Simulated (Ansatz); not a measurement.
**Static calculation, As**

System: As (fcc type), 1 atom in the cell.

Ansatz input (lattice in Å, positions in fractions of it)
```yaml
crystal:
  lattice:
    - [0, 2.129, 2.129]
    - [2.129, 0, 2.129]
    - [2.129, 2.129, 0]
  atoms:
    - { symbol: As, position: [0, 0, 0] }
kpoints:
  mp_grid: { grid: [4, 4, 4] }
hamiltonian:
  xc: pbe
  pseudopotentials:
    kind: paw_fr
    azcp:
      As: "pseudopotentials/pbe/paw/ansatz_paw_generated_hard_1/As.paw.azcp"
scf:
  occupations: { method: fermi_dirac, width: 0.15 }
  convergence: { dr2_threshold: "1e-9 eV" }
  max_iter: 300
output:
  forces: true
  stress: true
  eigenvalues: true
magnetization:
  noncollinear: true
  spin_orbit: true
```

Computed with PBE with spin–orbit coupling, plane waves, PAW datasets (generated hard set) (Ansatz).

Output, in brief

* Plane-wave cutoff used: 700 eV
* Pressure: -2.99 GPa
* Smearing term TS: 88.7 meV/atom
* Gap on the mesh: none (metallic)
* Valence electrons: 15
* Irreducible k-points: 8
* CPU time: about 7 core-seconds on a shared host

Stress tensor in GPa, compression positive:
```
-2.99  0.00  0.00
 0.00 -2.99  0.00
 0.00  0.00 -2.99
```

The stress includes the program's correction for the finite plane-wave basis.

The k-mesh is coarse, so these values belong to this mesh and can lie far from the converged ones. This cubic structure is a model: it isn't the usual form of the substance at ambient conditions, and such phases are metastable or hypothetical.
